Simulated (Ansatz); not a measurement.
# S: the cost of one run

Computed with Ansatz 0.2.0 (DFT PBEsol, scalar-relativistic, plane waves, PAW, unless a step's input says otherwise).

1 further run of the same task is left out (set aside as unsound or not needed).

## 1. The starting structure

Symmetry: R-3, No. 148, trigonal system. The conventional cell has a = 10.419 Å, b = 10.419 Å, c = 4.378 Å, α = 90.00°, β = 90.00°, γ = 120.00°. Around S (site symmetry 1) lie 2 S at 2.08 Å.

Structure file:

```
S
1.0
     5.20949    3.00770    1.45923
    -5.20949    3.00770    1.45923
     0.00000   -6.01540    1.45923
S
6
Cartesian
  1.2538 1.3878 1.7390
  -1.8288 0.3919 1.7390
  0.5750 -1.7797 1.7390
  -1.2538 -1.3878 2.6387
  1.8288 -0.3919 2.6387
  -0.5750 1.7797 2.6387
```

It is the result of an earlier relaxation at this level (volume 22.86 Å³/atom; gap on the mesh: 2.01 eV).

## 2. Electronic structure at the relaxed geometry

File input.yaml:

```yaml
crystal:
  lattice:
    - [5.209488575, 3.0076996311, 1.459233251]
    - [-5.209488575, 3.0076996311, 1.459233251]
    - [0.0, -6.0153992623, 1.459233251]
  atoms:
    - { symbol: S, position: [0.5944912876, 0.3538126665, 0.2434439612] }
    - { symbol: S, position: [0.2434439612, 0.5944912876, 0.3538126665] }
    - { symbol: S, position: [0.3538126665, 0.2434439612, 0.5944912876] }
    - { symbol: S, position: [0.4055087124, 0.6461873335, 0.7565560388] }
    - { symbol: S, position: [0.7565560388, 0.4055087124, 0.6461873335] }
    - { symbol: S, position: [0.6461873335, 0.7565560388, 0.4055087124] }
basis:
  ecutwfc: 420
kpoints:
  mp_grid: { grid: [6, 6, 6] }
  band_path:
    path:
      - [[0.0, 0.0, 0.0], [0.5, 0.0, 0.0], [0.5, -0.5, 0.5], [0.20589766, -0.79410234, 0.20589766]]
      - [[0.20589766, 0.20589766, 0.20589766], [0.0, 0.0, 0.0], [0.5, -0.5, 0.0]]
    npoints: 14
hamiltonian:
  xc: pbesol
scf:
  occupations: { method: gaussian, width: 0.02 }
  n_extra_bands: 15
output:
  forces: true
  stress: true
  eigenvalues: true
  populations: true
  dos: { projected: true, de: 0.02, nscf_kmesh: { grid: [9, 9, 9] } }
  bader: true
  write_density: true
  write_potential: true
  elf: true
  volumetric_format: npy
```

Run with:

```
> ansatz run input.yaml --threads 1 --pin off --max-ram 2560MiB --backend cpu --events-out ev --progress --plain --runs-dir out
```

What time and memory should one allow on 1 thread of Arm Neoverse V1, shared host?

About 93 s, with a peak of 0.56 GiB.
